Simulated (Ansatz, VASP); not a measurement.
# Two plane-wave programs on GaAs

```xyz
4
Lattice="4.0630 0.0000 0.0000 -2.0315 3.5186 0.0000 0.0000 0.0000 18.1467" Properties=species:S:1:pos:R:3 pbc="T T T"
As    0.0000    0.0000    7.0000
As    0.0000    2.3458   10.5575
Ga    0.0000    2.3458    7.8293
Ga    2.0315    1.1729   11.1715
```

Alike in both runs: functional PBE; k mesh 9 × 9 × 1; occupations gaussian, width 0.05 eV; no spin polarisation.

Ansatz relaxed the structure, and its values are those at the end. VASP's run is a single point on that final structure, the one shown.

|  | VASP | Ansatz |
| --- | --- | --- |
| version | VASP 6.6.1 | Ansatz 0.2.0 |
| potentials or method | VASP PAW PBE potentials, release 64 (As, Ga_d) | scalar-relativistic, plane waves, PAW |
| plane-wave cutoff (eV) | 520 | 420 |
| valence electrons in the cell | 36 | 56 |

Ansatz gave:

```
gap on the k mesh at the Fermi level (eV) : none
rms of the force components (eV/Å)        : 0.206
```

Task: Estimate VASP's values.

Result: gap on the k mesh at the Fermi level (eV): none; rms of the force components (eV/Å): 0.201.

A gap of «none» marks a metal or a gap that the smearing closes. The two sets of potentials don't hold the same shells in valence.
